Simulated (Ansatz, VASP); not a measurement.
## Cross-check of Au (Au wire along [111], 13 atoms a period) between VASP and Ansatz

Wanted: the spread between two codes on one cell, functional and k mesh. The structure shown is the start of the Ansatz relaxation below; VASP solves that cell, so the two are compared at the walk's first step.

Program: Ansatz 0.2.0. Level of theory: plane waves, with VASP 6.6.1 beside it; single point at PBE. Results are calculated unless marked as measured.

### 1. Set-up

The cell holds 13 atoms: 13 Au. Its edges and angles: a = 12.683 Å, b = 11.895 Å, c = 7.205 Å, α = 90.0°, β = 90.0°, γ = 90.0°. Vacuum lies along a and b. The structure's axis is c.

As a file:

```cif
data_structure
_symmetry_space_group_name_H-M 'P 1'
_symmetry_Int_Tables_number 1
_cell_length_a 12.6830
_cell_length_b 11.8950
_cell_length_c 7.2053
_cell_angle_alpha 90.000
_cell_angle_beta 90.000
_cell_angle_gamma 90.000
_cell_volume 1087.03
loop_
_atom_site_label
_atom_site_type_symbol
_atom_site_fract_x
_atom_site_fract_y
_atom_site_fract_z
_atom_site_occupancy
Au1 Au 0.26807 0.50000 0.00000 1
Au2 Au 0.38404 0.71416 0.00000 1
Au3 Au 0.50000 0.50000 0.00000 1
Au4 Au 0.61596 0.71416 0.00000 1
Au5 Au 0.38404 0.42861 0.33333 1
Au6 Au 0.50000 0.64278 0.33333 1
Au7 Au 0.61596 0.42861 0.33333 1
Au8 Au 0.38404 0.57139 0.66667 1
Au9 Au 0.50000 0.35722 0.66667 1
Au10 Au 0.61596 0.57139 0.66667 1
Au11 Au 0.38404 0.28584 0.00000 1
Au12 Au 0.61596 0.28584 0.00000 1
Au13 Au 0.73193 0.50000 0.00000 1
```

### 2. Ansatz: relaxation, PBE

Ansatz runs on its PAW soft_1 files.

The two programs are compared at the cell with which this relaxation starts, whose forces are those of its first step.

input.yaml reads:

```yaml
crystal:
  lattice:
    - [12.683, 0.0, 0.0]
    - [0.0, 11.895, 0.0]
    - [0.0, 0.0, 7.2053313595]
  atoms:
    - { symbol: Au, position: [0.268075376, 0.499997422, 0.0] }
    - { symbol: Au, position: [0.38404022, 0.714160459, 0.0] }
    - { symbol: Au, position: [0.500005063, 0.499997422, 0.0] }
    - { symbol: Au, position: [0.615969906, 0.714160459, 0.0] }
    - { symbol: Au, position: [0.38404022, 0.428609743, 0.333333333] }
    - { symbol: Au, position: [0.500005063, 0.64277278, 0.333333333] }
    - { symbol: Au, position: [0.615969906, 0.428609743, 0.333333333] }
    - { symbol: Au, position: [0.38404022, 0.571385101, 0.666666667] }
    - { symbol: Au, position: [0.500005063, 0.357222063, 0.666666667] }
    - { symbol: Au, position: [0.615969906, 0.571385101, 0.666666667] }
    - { symbol: Au, position: [0.38404022, 0.285834384, 0.0] }
    - { symbol: Au, position: [0.615969906, 0.285834384, 0.0] }
    - { symbol: Au, position: [0.731934749, 0.499997422, 0.0] }
kpoints:
  mp_grid: { grid: [1, 1, 12] }
scf:
  occupations: { method: fermi_dirac, width: 0.05 }
hamiltonian:
  xc: pbe
  pseudopotentials: { kind: paw, azcp: { folder: soft_1 } }
relax:
  cell: { fix: [a, b, alpha, beta, gamma] }
  max_steps: 45
  f_tol: 0.03
```

The run is started by

```bash
$ ansatz run input.yaml --threads 4 --pin off --max-ram 16384MiB --backend cpu --events-out ev --progress --plain --runs-dir out
```

Numbers of over 12 decimals in the logs are rounded to 6 here.

What it wrote:

```text
Engine: ansatz 0.2.0, x86_64-unknown-linux-gnu
Pseudopotentials: kind: paw
Pseudopotential: Au, paw, valence charge 19, recommended cutoff 420 eV (normal), soft_1/Au.paw.azcp
Functional definition: PBE
  parameter kappa = 0.804
  parameter beta = 0.066725
  exchange = pbe_x(kappa = kappa, mu = beta*pi^2/3)
  correlation = pbe_c(beta = beta)
Crystal: 13 atoms, lattice volume = 1087.027 Å³
Basis set: ecut = 420 eV, 21229 PW (Γ), exchange–correlation on 180×160×100 points (8 copies of the dense FFT grid, shifted against one another)
Bands: 149, of which v1, the nominal top of the filled ones, is band 124 counted from 1 (123 counted from 0)
Symmetry: 4 space group operations
Space group: P2/m (ITA 10), of the structure as read, at distance tolerance 1.0e-4 Å
k-points: 7 of 12
Non-local potential: Au, projectors of the file, l = 0: 3, l = 1: 2, l = 2: 2, l = 3: 1
PAW form: soft (Blöchl's): semilocal exchange-correlation on the pseudo side does not see the compensation charge
PAW one-centre angular grid: Au, 590 points (default); XC on 64 Gauss nodes
Initial density: superposition of atomic densities (neutral atoms: chi_scale 0, normalization atom)
Initial wavefunctions: pseudopotential atomic-orbital guess
Functional: x = pbe(κ = 0.804, μ = 0.219515), c = pbe(β = 0.066725)
iter 1 solved again at ethr=3.00e-3 eV; its pass at ethr=3.10e-3 eV (dr2=7.40e0 eV) is discarded
SCF iter   1: F=—  HF=-170956.889187 eV  |F-HF|=—  |Δ(HF+E_count)|=         —  Δρ=2.35e-2  dr2=7.63e0  ethr=3.00e-3  ⟨swp⟩=1.7  Hψ=5526  notcnv=0
preconditioner: auto → LDOS  [metal: Δε(μ)=0.038 eV  Ē_g=6.450 eV  σ=0.050 eV  W_gap=0.19  n_scr=184 (ndim 8)  ℏωp=13.5 eV  f_vac=0.668  D(μ)=10.95/eV (n_scr^D=42)  β→1.0]
SCF iter   2: F=—  HF=-170957.148588 eV  |F-HF|=—  |Δ(HF+E_count)|=   2.59e-1  Δρ=2.45e-2  dr2=8.50e0  ethr=3.00e-3  ⟨swp⟩=3.1  Hψ=2330  notcnv=0  defer=1
SCF iter   3: F=—  HF=-170954.867721 eV  |F-HF|=—  |Δ(HF+E_count)|=    2.28e0  Δρ=4.56e-3  dr2=3.48e-1  ethr=3.00e-3  ⟨swp⟩=2.3  Hψ=1778  notcnv=0  defer=104
SCF iter   4: F=—  HF=-170954.853240 eV  |F-HF|=—  |Δ(HF+E_count)|=   1.45e-2  Δρ=2.48e-3  dr2=2.22e-1  ethr=1.41e-4  ⟨swp⟩=2.0  Hψ=1779  notcnv=0  defer=104
SCF iter   5: F=—  HF=-170954.824270 eV  |F-HF|=—  |Δ(HF+E_count)|=   2.90e-2  Δρ=1.56e-3  dr2=4.42e-2  ethr=8.99e-5  ⟨swp⟩=2.0  Hψ=1512  notcnv=0  defer=104
SCF iter   6: F=—  HF=-170954.816045 eV  |F-HF|=—  |Δ(HF+E_count)|=   8.23e-3  Δρ=5.26e-4  dr2=5.96e-3  ethr=1.79e-5  ⟨swp⟩=2.0  Hψ=1441  notcnv=0  defer=104
SCF iter   7: F=—  HF=-170954.815702 eV  |F-HF|=—  |Δ(HF+E_count)|=   3.43e-4  Δρ=2.49e-4  dr2=1.11e-3  ethr=2.41e-6  ⟨swp⟩=2.0  Hψ=1445  notcnv=0  defer=104
SCF iter   8: F=—  HF=-170954.815708 eV  |F-HF|=—  |Δ(HF+E_count)|=   5.65e-6  Δρ=6.21e-5  dr2=4.04e-5  ethr=4.49e-7  ⟨swp⟩=2.0  Hψ=1445  notcnv=0  defer=104
SCF iter   9: F=—  HF=-170954.815153 eV  |F-HF|=—  |Δ(HF+E_count)|=   5.55e-4  Δρ=1.70e-5  dr2=3.53e-6  ethr=1.63e-8  ⟨swp⟩=2.0  Hψ=1461  notcnv=0  defer=104
SCF iter  10: F=—  HF=-170954.815155 eV  |F-HF|=—  |Δ(HF+E_count)|=   2.22e-6  Δρ=6.03e-6  dr2=3.72e-7  ethr=1.43e-9  ⟨swp⟩=2.0  Hψ=1718  notcnv=0  defer=104
SCF iter  11: F=—  HF=-170954.815155 eV  |F-HF|=—  |Δ(HF+E_count)|=   4.47e-7  Δρ=4.11e-6  dr2=2.12e-7  ethr=4.05e-11  ⟨swp⟩=5.0  Hψ=3705  notcnv=0
SCF iter  12: F=-170954.815155 eV  HF=-170954.815155 eV  |F-HF|=3.58e-9  |Δ(HF+E_count)|=   4.03e-8  Δρ=1.10e-6  dr2=1.55e-8  ethr=4.05e-11  ⟨swp⟩=2.3  Hψ=3737  notcnv=0
SCF 1 converged in 12 iterations: F = -170954.815155 eV  dr2 = 1.55e-8
  greatest PAW one-centre occupation: 1.000 electrons in one spin orbital (limit 2), on the Au atom at site 2 (counted from 0), in its partial waves of l = 0
relax step   1: F+E_penalty+E_count = -170954.81515521 eV  Δ(F+E_penalty+E_count) = +0.000e0 eV  max|allowed force component| = 1.089e0 eV/Å  Δτ_max = 0.0000 Å  P = -1.935 GPa  Ω = 1087.027 Å³  fix = [a, b, alpha, beta, gamma]  reactions: a -1.511, b -1.474 GPa; alpha +0.000 GPa/rad  (12 SCF iters, dr2 threshold 1.00e-7 eV, accepted)
[...]
relax step   5: F+E_penalty+E_count = -170956.24144571 eV  Δ(F+E_penalty+E_count) = -1.502e-2 eV  max|allowed force component| = 4.099e-2 eV/Å  Δτ_max = 0.0330 Å  P = +0.046 GPa  Ω = 975.422 Å³  energy of the carried Pulay correction = +8.618e-3 eV  fix = [a, b, alpha, beta, gamma]  reactions: a +0.022, b +0.048 GPa; alpha +0.008 GPa/rad  (8 SCF iters, dr2 threshold 2.13e-7 eV, accepted)
[...]
relax step   6: F+E_penalty+E_count = -170956.24212420 eV  Δ(F+E_penalty+E_count) = -6.785e-4 eV  max|allowed force component| = 2.119e-2 eV/Å  Δτ_max = 0.0107 Å  P = -0.038 GPa  Ω = 976.390 Å³  energy of the carried Pulay correction = +8.536e-3 eV  fix = [a, b, alpha, beta, gamma]  reactions: a -0.048, b -0.034 GPa; alpha +0.002 GPa/rad  (6 SCF iters, dr2 threshold 1.05e-7 eV, accepted)
[...]
relax step   7: F+E_penalty+E_count = -170956.23486530 eV  Δ(F+E_penalty+E_count) = +7.259e-3 eV  max|allowed force component| = 2.060e-2 eV/Å  Δτ_max = 0.0000 Å  P = -0.040 GPa  Ω = 976.390 Å³  fix = [a, b, alpha, beta, gamma]  reactions: a -0.049, b -0.035 GPa; alpha +0.002 GPa/rad  stress off target by 3.68e-2 GPa on what of the cell is left free  SCF on the basis re-selected at this cell (its energy is not comparable with the rows above)  (7 SCF iters)
basis re-selected at this cell: Δ(F+E_penalty+E_count) = +7.259e-3 eV, ΔP = -0.002 GPa vs the last step (what re-selecting the basis moved, of the pressure what is left beyond the Pulay correction that the steps carried, after the strain that the cell walked since its last selection, with what the two solves' SCF thresholds leave and, on support functions, any second-order correction that the steps lacked; it is no measure of the basis error at this ecutwfc). The dense FFT grid was sized anew with the basis: this SCF ran on 90×80×45 points, the steps before it on 90×80×50, so part of this shift can come from that change (see relax.cell in the input reference). [rest of the remark cut]
SCF converged after 7 iterations
Free energy (F): -170956.234865 eV
Harris-Foulkes:  -170956.234865 eV  (|F-HF|=0.00e0)
Internal energy: -170956.171563 eV  (E = F + TS)
E sigma→0 (E₀):  -170956.203214 eV
Entropy (-TS):   -0.063302 eV (-4.869 meV/atom)
Fermi energy:    0.504678 eV
--- Per-component energies (eV) ---
  E_band       = -7380.686238
  E_kinetic    = 7517.683573
  E_local      = -125990.039042  (includes V_loc(G=0)·N_el)
  E_nonlocal   = 1278.889035
  E_hartree    = 59179.250184
  E_xc         = -2783.714280
  E_vxc        = -3376.411430  (∫ρ·V_xc dr)
  E_paw        = -126520.313091  (= ΣΔE_a)
  E_vpaw       = -5169.331014  (= ΣTr[D̂ρ^β])
  E_aug_tail   = 0.021110  (compensation charges beyond the density's cutoff)
  E_ewald      = 16362.050947
  E_smearing   = -0.063302  (= −TS)
  E_closure    = 0.000000  (closes the sum)
  Σ components = -170956.234865   (vs F -170956.234865, Δ=0.00e0)
--- Forces (eV/Å), atoms counted from 1 ---
  atom   1  Au     0.02060402    -0.00000000    -0.00000000
  atom   2  Au     0.00805611    -0.01549193    -0.00819629
  atom   3  Au     0.00000000     0.00000000     0.00000000
  atom   4  Au    -0.00805611    -0.01549193    -0.00819629
  atom   5  Au     0.00425296     0.00068759    -0.00985317
  atom   6  Au     0.00000000    -0.00408320     0.00630988
  atom   7  Au    -0.00425296     0.00068759    -0.00985317
  atom   8  Au     0.00425296    -0.00068759     0.00985317
  atom   9  Au     0.00000000     0.00408320    -0.00630988
  atom  10  Au    -0.00425296    -0.00068759     0.00985317
  atom  11  Au     0.00805611     0.01549193     0.00819629
  atom  12  Au    -0.00805611     0.01549193     0.00819629
  atom  13  Au    -0.02060402     0.00000000     0.00000000
  max |Σ_I F_I| component: 6.94e-18 eV/Å
--- Stress (GPa, compression-positive) ---
       -0.048840      -0.000000      -0.000000
       -0.000000      -0.034821      -0.001745
       -0.000000      -0.001745      -0.036804
  P = ⅓ Tr σ = -0.0402 GPa (-0.402 kbar)
--- Relaxed structure (6 steps of the walk, 6 accepted, 1 SCFs on fresh bases) ---
  F+E_penalty+E_count = -170956.23486530 eV   max|allowed force component| = 2.060e-2 eV/Å   (the final SCF, on the basis selected at the relaxed cell)
  cell:  # Å, volume = 976.3900 Å³
    - [12.683, 0.0, 0.0]
    - [0.0, 11.895, 0]
    - [0.0, 0, 6.471975]
  atoms:
    - { symbol: Au, position: [0.273728, 0.500000, 0] }
    - { symbol: Au, position: [0.388072, 0.707878, 0.000349678] }
    - { symbol: Au, position: [0.5, 0.500000, 0] }
    - { symbol: Au, position: [0.611928, 0.707878, 0.000349678] }
    - { symbol: Au, position: [0.373847, 0.422814, 0.346464] }
    - { symbol: Au, position: [0.5, 0.655700, 0.348654] }
    - { symbol: Au, position: [0.626153, 0.422814, 0.346464] }
    - { symbol: Au, position: [0.373847, 0.577186, 0.653536] }
    - { symbol: Au, position: [0.5, 0.344300, 0.651346] }
    - { symbol: Au, position: [0.626153, 0.577186, 0.653536] }
    - { symbol: Au, position: [0.388072, 0.292122, -0.000349678] }
    - { symbol: Au, position: [0.611928, 0.292122, -0.000349678] }
    - { symbol: Au, position: [0.726272, 0.500000, 0] }
```

The column dr2 measures how far the density is from self-consistency, as an energy; F and HF (Harris–Foulkes) agree once it is small.

(Part 1 of 2 ends here.)

[Lines on the potential files, build, host, timing and source positions are cut from VASP's logs without a mark.]

[Logs are printed without paths, hosts, clocks, repeated set-up lines and the standing remarks that a program may print on its own settings, such as how far it seeks lower states.]

[Hosts, paths, dates, database ids (printed as entryN), source tags and the programs' standing remarks are cut or masked in the printed files.]
